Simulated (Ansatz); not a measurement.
The parent structure is GeTe (space group R3m, No. 160; a = 4.162 Å, c = 10.464 Å (hexagonal axes)).

Perturbation: an isotropic linear strain of −1.23 %, atoms relaxed at fixed cell.

Levels (all Ansatz, a program for electronic structure, PAW, earlier PAW set): PBEsol (420 eV, no spin-orbit coupling); HSE06+SOC (420 eV, spin-orbit coupling included).

The geometry is relaxed with PBEsol.

| Property | Result |
|---|---|
| PBEsol lowest conduction level above the VBM at special points | L 0.35 eV; T 0.47 eV; H₀ 1.11 eV; Γ 3.33 eV |

With HSE06+SOC at the same geometry, the lowest conduction level above the VBM at special points goes from L 0.35 eV; T 0.47 eV; H₀ 1.11 eV; Γ 3.33 eV to L 0.39 eV; T 0.44 eV; H₀ 1.27 eV; Γ 3.50 eV.

Single points use the geometry relaxed with PBEsol. HSE06 was sampled on its mesh, a few special points and the semilocal edge points, so its gap is an upper bound. Differences between runs with and without spin-orbit coupling are approximate. The levels and masses belong to the bands next to the band gap. Stability against distortions was not tested.
